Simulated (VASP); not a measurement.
A run of VASP 6.6.1 is set up as follows.

INCAR

```
PREC = Accurate
ENCUT = 520
EDIFF = 1E-6
ISMEAR = -1
SIGMA = 0.1
LREAL = Auto
LASPH = T
NELM = 100
ALGO = Normal
ISIF = 2
LWAVE = F
LCHARG = F
GGA = PE
NBANDS = 42
```

KPOINTS

```
regular mesh
0
Gamma
  2 2 2
```

POSCAR

```
Mg8S7
1.0
    0.0000000000      5.2477720000      5.2477720000
    5.2477720000      0.0000000000      5.2477720000
    5.2477720000      5.2477720000      0.0000000000
Mg S
8 7
Direct
    0.0005082157      0.0010339626     -0.0023627170
   -0.0037396823     -0.0044952410      0.5037861782
    0.0001688336      0.5014617632     -0.0025931005
   -0.0029497280      0.5043901488      0.5012074648
    0.5022080799     -0.0012373823     -0.0043114487
    0.5058841162     -0.0045338288      0.5034002049
    0.5023441377      0.5013254196     -0.0023342287
    0.5008941890      0.5008844706      0.4975188518
    0.2509963276      0.2489114428      0.2503028904
    0.2497252167      0.2518874677      0.7481679844
    0.2507647055      0.7508123447      0.2477096947
    0.7511234291      0.2509437338      0.2478687146
    0.7501182407      0.2511184747      0.7483809319
    0.7510431093      0.7504807755      0.2468192216
    0.2513278969      0.7499189180      0.7487656666
```

Potentials or basis: VASP PAW PBE potentials, release 64 (Mg, S).

Run with:

```console
$ cat potpaw_PBE.64/Mg/POTCAR potpaw_PBE.64/S/POTCAR > POTCAR
$ mpirun -np 1 vasp_std > vasp.out
```

Task: Predict the band gap on the k mesh.

Result: 0.49 eV, direct.

Task: Estimate the pressure.

Result: -1.8 GPa.

Task: What does it give for the largest force?

Result: 0.016 eV/Å.

Forces in eV/Å, atoms in the order of the input:
```
Mg   0.002  0.006  0.000
Mg  -0.005 -0.012 -0.008
Mg  -0.001 -0.005 -0.003
Mg   0.009  0.000 -0.002
Mg  -0.010  0.008  0.005
Mg  -0.002  0.012  0.002
Mg   0.001 -0.009  0.008
Mg   0.006  0.001 -0.002
S    0.003 -0.001 -0.005
S    0.002  0.011 -0.001
S   -0.009 -0.001  0.004
S   -0.004 -0.013  0.008
S    0.003  0.000  0.001
S    0.005  0.005  0.002
S    0.001 -0.001 -0.010
```

Caveat: the k mesh is coarse (spacing up to 0.52 Å⁻¹), so the values aren't converged. Expect the measured gap to be larger: semilocal functionals such as PBE lack the derivative discontinuity.
